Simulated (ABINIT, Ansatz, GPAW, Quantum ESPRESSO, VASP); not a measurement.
**TiO2: band gap by level of theory**

```
Ti O
1.0
     4.59984    0.00000    0.00000
     0.00000    4.59984    0.00000
     0.00000    0.00000    2.95921
Ti O
2 4
Direct
  0.00000 0.00000 0.50000
  0.50000 0.50000 0.00000
  0.30432 0.30432 0.50000
  0.19568 0.80432 0.00000
  0.80432 0.19568 0.00000
  0.69568 0.69568 0.50000
```

```tsv
rung	level	program and potentials	cutoff (eV)	k mesh	task	band gap (eV)	miss (eV)	notes
GGA	BLYP	VASP, PBE PAW files O, Ti_sv, 520 eV	520	6 × 6 × 9	band structure	1.83	-1.22	potentials made for PBE
GGA	PBE	ABINIT, JTH PAW PBE v2.0	626	2 × 2 × 4	single point	1.82	-1.23	coarse mesh
GGA	PBE	Ansatz, PseudoDojo stringent (PBE files)	1252	6 × 6 × 9	band structure	1.88	-1.17	-
GGA	PBE	Quantum ESPRESSO, PseudoDojo 0.4.1 SR PBE standard	1143	6 × 6 × 9	band structure	1.88	-1.17	-
GGA	PBE	VASP, PBE PAW files O, Ti_sv, 520 eV	520	6 × 6 × 9	band structure	(a)	?	from the band path
GGA	PBE	VASP, PBE PAW files O_GW, Ti_sv_GW, 550 eV	550	6 × 6 × 9	band structure	1.86	-1.19	-
GGA	PBE	VASP, PBE PAW files O_GW, Ti_sv_GW, 600 eV	600	6 × 6 × 9	band structure	1.86	-1.19	-
GGA + U (3.5 eV)	PBE+U (Ti d U = 3.5 eV)	GPAW, GPAW PAW data sets (gpaw-data 1.2.1)	800	4 × 4 × 6	band structure	2.43	-0.62	coarse mesh
GGA	PBEsol	Quantum ESPRESSO, GBRV 1.5 PBEsol	612	6 × 6 × 9	band structure	1.83	-1.22	-
GGA	PBEsol	VASP, PBE PAW files O, Ti_sv, 520 eV	520	6 × 6 × 9	band structure	(b)	?	potentials made for PBE
GGA	revPBE	VASP, PBE PAW files O, Ti_sv, 520 eV	520	6 × 6 × 9	band structure	1.87	-1.18	potentials made for PBE
non-local van der Waals functional	optB88-vdW	GPAW, GPAW PAW data sets (gpaw-data 1.2.1)	800	4 × 4 × 6	band structure	1.85	-1.20	coarse mesh; potentials made for PBE
non-local van der Waals functional	vdW-DF-cx	GPAW, GPAW PAW data sets (gpaw-data 1.2.1)	800	4 × 4 × 6	band structure	1.85	-1.20	coarse mesh; potentials made for PBE
meta-GGA	r2SCAN	VASP, PBE PAW files O, Ti_sv, 520 eV	520	6 × 6 × 9	band structure	2.21	-0.84	potentials made for PBE
meta-GGA + U (3.5 eV)	r2SCAN+U (Ti d U = 3.5 eV)	GPAW, GPAW PAW data sets (gpaw-data 1.2.1)	800	4 × 4 × 6	band structure	2.84	-0.21	coarse mesh; potentials made for PBE
meta-GGA	rSCAN	GPAW, GPAW PAW data sets (gpaw-data 1.2.1)	800	4 × 4 × 6	band structure	2.19	-0.86	coarse mesh; potentials made for PBE
meta-GGA	rSCAN	VASP, PBE PAW files O, Ti_sv, 520 eV	520	6 × 6 × 9	band structure	(c)	?	potentials made for PBE
meta-GGA	revTPSS	VASP, PBE PAW files O, Ti_sv, 520 eV	520	6 × 6 × 9	band structure	1.97	-1.08	potentials made for PBE
```

All rows: no spin polarisation. Gaps are the least found on the k mesh or the band path, and a mesh can miss the band edges. Meshes differ between rows, which moves values too. All levels ran on this one cell, unrelaxed unless noted. Meshes are those of the run's cell of 6 atoms unless a note names another. Misses use the values as printed. Runs on faulty files, with rough fits or with known faults for this quantity aren't shown. No row holds spin-orbit coupling.

Measured: 3.05 eV at 300 K (a printed reference work). The runs are for a static lattice.

Task: Estimate the values left out from the other rows.

Result: (a) 1.84 eV, miss -1.21; (b) 1.80 eV, miss -1.25; (c) 2.18 eV, miss -0.87.
